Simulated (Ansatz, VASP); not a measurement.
Rh: VASP beside Ansatz

```
Rh
1.0
     0.00000    1.92797    1.92797
     1.92797    0.00000    1.92797
     1.92797    1.92797    0.00000
Rh
1
Cartesian
  0.0000 0.0000 0.0000
```

Change from the starting cell: volume scaled by 1.02.

Alike in both runs: task single point; functional PBE; k mesh 16 × 16 × 16; occupations fermi-dirac, width 0.05 eV; no spin polarisation.

```csv
,VASP,Ansatz
version,VASP 6.6.1,Ansatz 0.2.0
potentials or method,"VASP PAW PBE potentials, release 64 (Rh_pv), cutoff 520 eV","all-electron LAPW, scalar-relativistic"
```

|  | VASP | Ansatz | Ansatz less VASP |
| --- | --- | --- | --- |
| pressure (GPa) | -4.8 | -4.9 | -0.07 |

Ansatz ran all-electron here, so the differences hold the error of VASP's frozen core and of both bases.
